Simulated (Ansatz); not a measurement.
Results of PBEsol (plane waves, PAW; Ansatz, an electronic-structure program) for α-quartz-type GeO2 (metastable phase).

Run with plane-wave cutoff 520 eV, 12×12×6 k mesh (along the axes of the cell as run), Fermi–Dirac smearing 0.01 eV, scalar-relativistic PAW data made under PBE.

The cell is scaled about its equilibrium volume:

Shape and atoms are relaxed at each volume.

| V (Å³/atom) | P (GPa) | direct gap at Γ (eV) | smallest gap on the k mesh (eV) | c (Å) |
|---|---|---|---|---|
| 13.092 | 1.58 | 3.439 | 3.396 | 5.655 |
| 13.365 | 0.75 | 3.427 | 3.381 | 5.674 |
| 13.638 | 0.00 | 3.415 | 3.361 | 5.692 |
| 13.910 | -0.70 | 3.400 | 3.334 | 5.710 |
| 14.183 | -1.33 | 3.384 | 3.305 | 5.732 |

The fundamental gap (3.36 eV at the equilibrium volume, with added k points) lies elsewhere than Γ–Γ.

Note: the bulk modulus comes from volumes at which shape and atoms were relaxed.

Spin–orbit coupling is not included.
